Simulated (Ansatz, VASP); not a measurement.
## TiO2 (Anatase): VASP beside Ansatz

```
Ti O
1.0
    -1.89210    1.89210    4.75730
     1.89210   -1.89210    4.75730
     1.89210    1.89210   -4.75730
Ti O
2 4
Direct
  0.00000 0.00000 0.00000
  0.75000 0.25000 0.50000
  0.20879 0.20879 0.00000
  0.95879 0.45879 0.50000
  0.54121 0.04121 0.50000
  0.79121 0.79121 0.00000
```

Alike in both runs: functional PBE; k mesh 7 × 7 × 7; occupations fermi-dirac, width 0.02 eV; no spin polarisation.

Ansatz relaxed the structure, and its values are those at the end. VASP's run is a single point on that final structure, the one shown.

|  | VASP | Ansatz |
| --- | --- | --- |
| version | VASP 6.6.1 | Ansatz 0.2.0 |
| potentials or method | VASP PAW PBE potentials, release 64 (Ti_sv, O) | plane-wave PAW, scalar-relativistic |
| plane-wave cutoff (eV) | 520 | 420 |
| valence electrons in the cell | 48 | 48 |

```csv
,VASP,Ansatz,Ansatz less VASP
gap on the k mesh at the Fermi level (eV),2.07,2.10,+0.024
pressure (GPa),5.5,4.8,-0.72
rms of the force components (eV/Å),0.011,0.000,-0.0102
```

Ansatz warned: «stress_scf_threshold_loose».

Caveats: an odd mesh through Γ misses points on the zone boundary, where band edges often lie. A hybrid or GW would open this gap; PBE tends to underestimate it.
